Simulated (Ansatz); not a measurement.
Runs of Ansatz 0.2.0 on Zn. It takes space group P6_3/mmc (No. 194, hexagonal). Conventional cell: a = 2.670 Å, b = 2.670 Å, c = 4.966 Å, α = 90.00°, β = 90.00°, γ = 120.00°. Zn (site symmetry -6m2) is surrounded by 12 Zn at 2.67 to 2.92 Å. 

| level | cutoff (eV) | gap on the mesh (eV) | pressure (GPa) | relaxed volume (Å³/atom) |
| --- | --- | --- | --- | --- |
| revPBE | 420 | none | 0.0 | 15.52 |
| r2SCAN | 500 | none | 0.0 | 14.13 |
| RPBE | 420 | none | 0.0 | (a) |
| LDA | 420 | none | 0.0 | 13.36 |
| PBEsol | 420 | none | 0.0 | 14.03 |
| BLYP | 420 | none | 0.0 | (b) |

Alike in all rows: task relaxation of cell and atoms; potentials or basis Ansatz PAW; no spin polarisation; cell relaxed; k mesh 11 × 11 × 6; smearing fermi-dirac 0.05 eV.

Problem. Estimate the missing entries.

Solution. (a) 15.55; (b) 18.42.

Caveats: the plane-wave basis is chosen anew once the cell has moved, so the energies of steps on either side of that aren't comparable; the PAW data sets come from PBE, with cores solved anew for the run's functional, which leaves a small shift of forces and pressure; the volume moved by over 15 % at a fixed basis, so the end points are rough (some runs).

A gap of «none» marks a metal or a gap under the smearing width.

Runs at the PBE level aren't shown here.
